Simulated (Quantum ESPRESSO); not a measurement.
Crystal: AlO.

```
CELL_PARAMETERS angstrom
2.76919 0.00000 0.00000
0.00000 2.76919 0.00000
0.00000 0.00000 2.76919
ATOMIC_POSITIONS crystal
Al 0.50000 0.50000 0.50000
O 0.00000 0.00000 0.00000
```

The cell was built by a generator and needn't be a form met in nature.

* Program: Quantum ESPRESSO 7.5
* Task: Wannier functions
* Functional: PBEsol
* Potentials or basis: GBRV 1.5 PBEsol
* Cutoff: 612 eV
* Density cutoff: 4898 eV
* k mesh: 8 × 8 × 8
* Occupations: fermi-dirac, width 0.05 eV
* Spin: no spin polarisation
* Mixing beta: 0.5
* Most SCF iterations: 120
* SCF threshold: 4e-10 Ry
* k mesh for the Wannier functions: 6 × 6 × 6

Start: SCDM with an erfc weight, μ = 2.0 eV over the reference level, σ = 3.0 eV, one function for each orbital of the shells Al sp, O sp. The reference level is the Fermi level, or the middle of the gap.

With SCDM with an erfc weight, how many functions result, how localised are they, and how well do they interpolate the bands?

8 functions with spreads from 0.51 to 2.99 Å², 13.0 Å² in all; they miss the direct bands by 34 meV (root mean square).

Wannier functions:
| function | nearest atom | distance (Å) | spread (Å²) | on-site energy from the reference level (eV) |
| --- | --- | --- | --- | --- |
| 1 | 2 O | 0.34 | 0.51 | -9.29 |
| 2 | 2 O | 0.34 | 0.52 | -9.40 |
| 3 | 2 O | 0.26 | 0.60 | -6.52 |
| 4 | 2 O | 0.25 | 0.62 | -6.41 |
| 5 | 1 Al | 0.80 | 2.63 | 2.71 |
| 6 | 1 Al | 1.00 | 2.45 | 1.91 |
| 7 | 1 Al | 1.25 | 2.99 | 2.42 |
| 8 | 1 Al | 0.80 | 2.71 | 2.82 |

Parts of the spread (Å²): invariant 9.68, diagonal 0.403, off-diagonal 2.95, total 13.04. Against the direct bands the interpolation misses by 34 meV (root mean square) and 301 meV at most, for states up to 1 eV over the reference level.

Caveat: an odd number of electrons without spin polarisation forces a metal; a magnetic or distorted state may lie lower.
